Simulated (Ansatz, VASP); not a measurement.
Two plane-wave programs on La

```
La
1.0
     0.00000    3.36925    3.36925
     3.36925    0.00000    3.36925
     3.36925    3.36925    0.00000
La
2
Direct
  0.12500 0.12500 0.12500
  0.87500 0.87500 0.87500
```

Alike in both runs: task single point; functional PBEsol; k mesh 9 × 9 × 9; occupations fermi-dirac, width 0.1 eV; no spin polarisation.

|  | VASP | Ansatz |
| --- | --- | --- |
| version | VASP 6.6.1 | Ansatz 0.2.0 |
| potentials or method | VASP PAW PBE potentials, release 64 (La) | plane waves (420 eV) with PAW, scalar-relativistic |
| plane-wave cutoff (eV) | 520 | 420 |
| valence electrons in the cell | 22 | 22 |

|  | VASP | Ansatz | Ansatz less VASP |
| --- | --- | --- | --- |
| pressure (GPa) | -3.2 | -3.2 | 0.00 |

With one functional, cell and mesh, what is left measures potentials, basis and numerics. Ansatz warned: «pseudo_functional_mismatch».

Caveats: the PAW data sets were made with another functional, which shifts forces and pressure a little (VASP). Spin-orbit coupling is left out, which matters for the levels of La.
